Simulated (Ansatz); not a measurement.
# In (Im-3m) in Ansatz: notebook

One crystal, In, is run at these levels: PBEsol; tasks: single point, band structure.

Everything below comes from runs of Ansatz 0.2.0. Logs are shortened: lines on timing, memory, paths and dates and some standing lists are left out, and cuts for length are marked.

**1. The crystal as given**

Symmetry: Im-3m, No. 229, cubic system. The conventional cell has a = 3.765 Å, b = 3.765 Å, c = 3.765 Å, α = 90.00°, β = 90.00°, γ = 90.00°. In (site symmetry m-3m) is surrounded by 8 In at 3.26 Å.

**2. Single point, PBEsol, 26.69 Å³/atom (strain_z_fixed_volume = -0.04)**

input.yaml

```yaml
crystal:
  lattice:
    - [-1.9213442775, 1.9213442775, 1.8072242304]
    - [1.9213442775, -1.9213442775, 1.8072242304]
    - [1.9213442775, 1.9213442775, -1.8072242304]
  atoms:
    - { symbol: In, position: [0.0, 0.0, 0.0] }
kpoints:
  mp_grid: { grid: [10, 10, 10] }
scf:
  occupations: { method: fermi_dirac, width: 0.05 }
hamiltonian:
  xc: pbesol
  pseudopotentials: { kind: all_electron, lapw: { basis_error: 0.001 } }
output:
  forces: true
  stress: true
  eigenvalues: true
```

Potentials or basis: all-electron LAPW, scalar-relativistic.

Launch:

```console
> ansatz run input.yaml --threads 1 --pin off --max-ram 3072MiB --backend cpu --events-out ev --progress --plain --runs-dir out
```

What it wrote:

```text
Warning: RAYON_NUM_THREADS=1 ignored (pool sized by the plan → 1); use --threads N
LAPW: plane waves up to 6.822 Å⁻¹, error target 1.0e-3 eV per atom; small_component_spin mean_spin; In in spheres of 1.632 Å, 21 of its electrons in bands, Dirac shells [] (how accurate: hamiltonian.pseudopotentials.lapw.basis_error, Limitations)
Engine: ansatz 0.2.0, aarch64-unknown-linux-gnu
Pseudopotentials: kind: all_electron
Pseudopotential: In, LAPW, valence charge 21, lapw/all_electron/scalar/gaussian/In, Koelling and Harmon's equation, gaussian nucleus
Functional definition: PBEsol
  exchange = pbesol_x
  correlation = pbesol_c
Crystal: 1 atoms, lattice volume = 26.686 Å³
Basis set: ecut = 177.32117227123837 eV, 139 PW (Γ), exchange–correlation at level 2
Bands: 15, of which v1, the nominal top of the filled ones, is band 11 counted from 1 (10 counted from 0)
Symmetry: 16 space group operations
Space group: I4/mmm (ITA 139), of the structure as read, at distance tolerance 3.0e-5 Å
k-points: 102 of 1000
Non-local potential: In, projectors of the file, none
Initial density: superposition of atomic densities (chi_scale 0.1, normalization cell)
Initial wavefunctions: plane waves of lowest kinetic energy (no species holds an atomic orbital)
Functional: x = pbesol(κ = 0.804, μ = 0.12345679012345678), c = pbesol(β = 0.046)
iter 1 solved again at ethr=3.36e-5 eV; its pass at ethr=1.00e-1 eV (dr2=7.07e-3 eV) is discarded
SCF iter   1: F=—  HF=-159973.576879 eV  |F-HF|=—  |Δ(HF+E_count)|=         —  Δρ=5.91e-3  dr2=7.12e-3  ethr=3.36e-5  ⟨swp⟩=3.6  Hψ=11078  notcnv=0
preconditioner: auto → Kerker (q_TF=auto, 2.621 Å⁻¹)  [metal: Δε(μ)=0.034 eV  Ē_g=19.316 eV  σ=0.050 eV  W_gap=0.16  n_scr=12 (ndim 8)  ℏωp=25.9 eV  f_vac=0.000  D(μ)=0.70/eV (n_scr^D=0)]
SCF iter   2: F=—  HF=-159973.547634 eV  |F-HF|=—  |Δ(HF+E_count)|=   2.92e-2  Δρ=3.16e-3  dr2=2.43e-3  ethr=3.36e-5  ⟨swp⟩=2.0  Hψ=4399  notcnv=0
SCF iter   3: F=—  HF=-159973.545302 eV  |F-HF|=—  |Δ(HF+E_count)|=   2.33e-3  Δρ=2.10e-3  dr2=1.26e-3  ethr=1.16e-5  ⟨swp⟩=2.0  Hψ=4343  notcnv=0
SCF iter   4: F=—  HF=-159973.544888 eV  |F-HF|=—  |Δ(HF+E_count)|=   4.14e-4  Δρ=8.94e-4  dr2=3.02e-4  ethr=6.00e-6  ⟨swp⟩=2.0  Hψ=4340  notcnv=0
iter 5 solved again at ethr=1.08e-7 eV; its pass at ethr=1.44e-6 eV (dr2=2.27e-5 eV) is discarded
SCF iter   5: F=—  HF=-159973.544961 eV  |F-HF|=—  |Δ(HF+E_count)|=   7.33e-5  Δρ=2.34e-4  dr2=2.27e-5  ethr=1.08e-7  ⟨swp⟩=2.0  Hψ=7352  notcnv=0
SCF iter   6: F=—  HF=-159973.544963 eV  |F-HF|=—  |Δ(HF+E_count)|=   1.89e-6  Δρ=5.93e-5  dr2=7.20e-7  ethr=1.08e-7  ⟨swp⟩=2.0  Hψ=4339  notcnv=0
SCF iter   7: F=-159973.544963 eV  HF=-159973.544963 eV  |F-HF|=8.56e-9  |Δ(HF+E_count)|=   1.89e-7  Δρ=1.10e-5  dr2=2.88e-8  ethr=3.43e-9  ⟨swp⟩=2.0  Hψ=4339  notcnv=0
SCF 1 converged in 7 iterations: F = -159973.544963 eV  dr2 = 2.88e-8
SCF converged after 7 iterations
Free energy (F): -159973.544963 eV
Harris-Foulkes:  -159973.544963 eV  (|F-HF|=8.56e-9)
Internal energy: -159973.539651 eV  (E = F + TS)
E sigma→0 (E₀):  -159973.542307 eV
Entropy (-TS):   -0.005312 eV (-5.312 meV/atom)
Fermi energy:    12.981974 eV
--- Per-component energies (eV) ---
  E_band       = -554.995529
  E_kinetic    = 167897.338583
  E_xc         = -4279.262265
  E_electrostatic = -323591.615969  (all electrons and nuclei)
  E_smearing   = -0.005312  (= −TS)
  E_closure    = 0.000000  (closes the sum)
  E_atoms      = -159970.595489  (free atoms, spherical and without spin; not in F)
  Σ components = -159973.544963   (vs F -159973.544963, Δ=0.00e0)
  Basis errors (estimates in eV, not in F): energy 2.3e-4 per atom: plane waves 2.3e-4 (1.2e-4 summed), levels above the bands 2.1e-105, relativity 1.7e-8, radial functions 2.2e-6, core shells 9.7e-10; eigenvalues (radial functions only) 3.8e-5; not estimated: angular momenta, meshes, grids; target (lapw.basis_error) 1.0e-3; muffin-tin radii In 1.632 Å
--- Forces (eV/Å), atoms counted from 1 ---
  atom   1  In     0.00000000     0.00000000    -0.00000000
  max |Σ_I F_I| component: 2.47e-32 eV/Å
--- Stress (GPa, compression-positive) ---
       -1.732648       0.000000      -0.000000
        0.000000      -1.732648      -0.000000
       -0.000000      -0.000000      -0.287855
  P = ⅓ Tr σ = -1.2511 GPa (-12.511 kbar)
--- Band table (eV; the first three rows and the last of 102) ---
  k-point 0: bands = ["-102.2060", "-60.7241", "-60.7241", "-60.7202", "-1.5734", "-1.5200", "-1.5200", "-1.3027", "-1.2553", "3.6119", "23.5763", "23.5763", "24.3152", "25.9000", "25.9000"]
  k-point 1: bands = ["-102.2060", "-60.7248", "-60.7240", "-60.7205", "-1.5610", "-1.5287", "-1.4829", "-1.3138", "-1.2590", "3.8311", "21.2802", "23.4024", "23.4443", "25.2803", "25.4429"]
  k-point 2: bands = ["-102.2058", "-60.7267", "-60.7240", "-60.7212", "-1.5515", "-1.5378", "-1.3843", "-1.3373", "-1.2685", "4.4966", "17.8846", "21.8917", "22.7290", "24.6268", "24.9395"]
  k-point 101: bands = ["-102.2051", "-60.7306", "-60.7306", "-60.7259", "-1.6506", "-1.6390", "-1.1538", "-1.1538", "-1.1388", "13.7594", "13.8850", "13.8850", "15.1504", "17.9568", "18.7959"]
```

It took 5.7 s on 1 thread of Arm Neoverse V2, shared host; peak memory 0.27 GiB.

Results:

```
Free energy            : -159973.5450 eV
Pressure               : -1.3 GPa
Band gap on the k mesh : none (metal or under the smearing width)
```

**3. Single point, PBEsol, 26.69 Å³/atom (strain_z_fixed_volume = -0.02)**

Edit input.yaml of step 2 so:

```diff
@@ -2,5 +2,5 @@
   lattice:
-    - [-1.9213442775, 1.9213442775, 1.8072242304]
-    - [1.9213442775, -1.9213442775, 1.8072242304]
-    - [1.9213442775, 1.9213442775, -1.8072242304]
+    - [-1.9016376614, 1.9016376614, 1.8448747352]
+    - [1.9016376614, -1.9016376614, 1.8448747352]
+    - [1.9016376614, 1.9016376614, -1.8448747352]
   atoms:
```

Potentials or basis: all-electron LAPW, scalar-relativistic.

Launch:

```console
> ansatz run input.yaml --threads 1 --pin off --max-ram 3072MiB --backend cpu --events-out ev --progress --plain --runs-dir out
```

Run time: 5.6 s. Hardware: 1 thread of Arm Neoverse V2, shared host; peak memory 0.27 GiB.

The run converged. Its results:

```
Free energy            : -159973.5486 eV
Pressure               : -1.3 GPa
Band gap on the k mesh : none (metal or under the smearing width)
```

**4. Band structure, PBEsol**

input.yaml

```yaml
crystal:
  lattice:
    - [-1.88252524, 1.88252524, 1.88252524]
    - [1.88252524, -1.88252524, 1.88252524]
    - [1.88252524, 1.88252524, -1.88252524]
  atoms:
    - { symbol: In, position: [0.0, 0.0, 0.0] }
kpoints:
  mp_grid: { grid: [10, 10, 10] }
  band_path:
    path:
      - [0.0, 0.0, 0.0]
      - [0.5, -0.5, 0.5]
      - [0.0, 0.0, 0.5]
      - [0.0, 0.0, 0.0]
      - [0.25, 0.25, 0.25]
      - [0.5, -0.5, 0.5]
    npoints: 12
scf:
  occupations: { method: fermi_dirac, width: 0.05 }
hamiltonian:
  xc: pbesol
  pseudopotentials: { kind: all_electron, lapw: { basis_error: 0.001 } }
output:
  forces: true
  stress: true
  eigenvalues: true
```

Launch:

```console
> ansatz run input.yaml --threads 1 --pin off --max-ram 3072MiB --backend cpu --events-out ev --progress --plain --runs-dir out
```

Wall time 3.7 s (1 thread of Arm Neoverse V2, shared host); peak memory 0.23 GiB.

It converged, with:

```
Free energy             : -159973.5490 eV
Pressure                : -1.3 GPa
Band gap along the path : none (metal or under the smearing width)
```

Levels at the corners of the path, in eV from the Fermi level:
| point | band 7 | band 8 | band 9 | band 10 | band 11 | band 12 | band 13 | band 14 |
| --- | --- | --- | --- | --- | --- | --- | --- | --- |
| Γ | -14.50 | -14.24 | -14.24 | -9.35 | 10.95 | 10.95 | 10.95 | 13.00 |
| H | -14.11 | -14.11 | -14.11 | 0.94 | 1.32 | 1.32 | 1.32 | 5.32 |
| N | -14.25 | -14.24 | -14.07 | -3.86 | -3.04 | 5.89 | 7.32 | 10.08 |
| Γ | -14.50 | -14.24 | -14.24 | -9.35 | 10.95 | 10.95 | 10.95 | 13.00 |
| P | -14.41 | -14.23 | -14.23 | -2.29 | 0.20 | 0.20 | 0.20 | 19.78 |
| H | -14.11 | -14.11 | -14.11 | 0.94 | 1.32 | 1.32 | 1.32 | 5.32 |

Caveat: spin-orbit coupling is left out, which moves the levels of the heavy elements.
